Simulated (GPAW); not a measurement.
Input of a GPAW 26.7.0 run:

The input run.py:

```python
from ase.calculators.mixing import SumCalculator
from ase.filters import FrechetCellFilter
from ase.io import read, write
from ase.optimize import BFGS
from dftd3.ase import DFTD3
from gpaw import GPAW, PW

atoms = read('POSCAR')

calc = GPAW(mode=PW(800),
            xc='MGGA_X_RSCAN+MGGA_C_RSCAN',
            kpts={'size': (6, 6, 2), 'gamma': True},
            occupations={'name': 'fermi-dirac', 'width': 0.05},
            nbands=32,
            convergence={'density': 1e-05, 'energy': 1e-05},
            maxiter=150,
            txt='gpaw.txt')
atoms.calc = SumCalculator([calc, DFTD3(method='rscan', damping='d3bj')])
opt = BFGS(FrechetCellFilter(atoms), trajectory='relax.traj', logfile='-')
done = opt.run(fmax=0.02, steps=60)
calc.write('gs.gpw')
write('result.traj', atoms)
print('Converged:', done)
print('Cell:', atoms.cell.cellpar().round(4))
print('Volume:', round(atoms.get_volume(), 4))
print(atoms.get_scaled_positions().round(5))
```

Contents of POSCAR:

```
SiC
1.0
    3.0756941497      0.0000000000      0.0000000000
   -1.5378470748      2.6636292679      0.0000000000
    0.0000000000      0.0000000000     10.0706464800
Si C
4 4
Direct
    0.0000000000      0.0000000000      0.1878943800
    0.0000000000      0.0000000000      0.6878943800
    0.3333333333      0.6666666667      0.4378419800
    0.6666666667      0.3333333333      0.9378419800
    0.0000000000      0.0000000000      0.0004600500
    0.0000000000      0.0000000000      0.5004600500
    0.3333333333      0.6666666667      0.2498025900
    0.6666666667      0.3333333333      0.7498025900
```

Potentials or basis: GPAW PAW data sets (gpaw-data 1.2.1), pw.

The run is started by

```bash
$ OMP_NUM_THREADS=1 python run.py
```

(1) What does it give for the relaxed cell?

(2) What does it give for the relaxed volume?

(3) Estimate the space group after relaxing (to 0.05 Å).

(4) What does it give for the dispersion energy per atom?

## Answers

(1) a = 3.066 Å, b = 3.066 Å, c = 10.036 Å, α = 90.00°, β = 90.00°, γ = 120.00°.

(2) 10.21 Å³/atom.

(3) P6_3mc (No. 186).

(4) -0.170 eV.

Caveat: the k mesh is coarse; later steps reuse the first step's grids; the PAW data sets were made with another functional, which shifts forces and pressure a little.
